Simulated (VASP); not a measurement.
Set up this calculation in VASP 6.6.1, as the native input.

```
Task                   : relaxation of cell and atoms
Functional             : PBE
Potentials or basis    : VASP PAW PBE potentials, release 64 (Cd, Te)
Cutoff                 : 520 eV
k mesh                 : 8 × 8 × 8
Occupations            : gaussian, width 0.02 eV
Spin                   : no spin polarisation
Further INCAR settings : ALGO = Normal; EDIFF = 1e-07; IBRION = 2; EDIFFG = -0.002; NSW = 80; ISIF = 3
```

The structure of CdTe lies in POSCAR:

```
CdTe
1.0
    0.0000000000      3.2050000000      3.2050000000
    3.2050000000      0.0000000000      3.2050000000
    3.2050000000      3.2050000000      0.0000000000
Cd Te
1 1
Direct
    0.0000000000      0.0000000000      0.0000000000
    0.2500000000      0.2500000000      0.2500000000
```

One way to write it, as run:

INCAR

```
ALGO     = Normal         # electronic algorithm
EDIFF    = 1E-7           # SCF threshold, eV
EDIFFG   = -0.002         # ionic threshold
ENCUT    = 520            # plane-wave cutoff, eV
GGA      = PE             # functional
IBRION   = 2              # ionic algorithm
ISIF     = 3              # what is computed and relaxed
ISMEAR   = 0              # smearing method
KPAR     = 4            
LASPH    = True           # aspherical terms in the spheres
LCHARG   = False          # write CHGCAR
LREAL    = False          # projectors in reciprocal space
LWAVE    = False          # write WAVECAR
NELM     = 60             # most SCF steps
NSW      = 80             # ionic steps
PREC     = Accurate       # precision mode
SIGMA    = 0.02           # smearing width, eV
```

KPOINTS

```
k-points
0
Gamma
  8 8 8
```

Potentials or basis: VASP PAW PBE potentials, release 64 (Cd, Te).

The run is started by

```bash
$ cat potpaw_PBE.64/Cd/POTCAR potpaw_PBE.64/Te/POTCAR > POTCAR
$ mpirun -np 4 vasp_std > vasp.out
```

Results of the run:

The relaxed volume is 36.33 Å³/atom and the relaxed cell is a = 4.684 Å, b = 4.684 Å, c = 4.684 Å, α = 60.00°, β = 60.00°, γ = 60.00°. The space group after relaxing (to 0.05 Å) is F-43m (No. 216), the energy gained by relaxing is 42.6 meV/atom and the ionic steps are 5. The pressure after relaxing is 0.0 GPa and the band gap on the k mesh is 0.58 eV, direct.

Caveat: spin-orbit coupling is left out, which moves the levels of the heavy elements; the volume moved by +10 % from the deposited cell, more than functionals usually miss.

Run time: 21 s on 4 MPI ranks on Intel(R) Xeon(R) 6975P-C (Granite Rapids) (shared host), peak memory 0.22 GiB a rank.
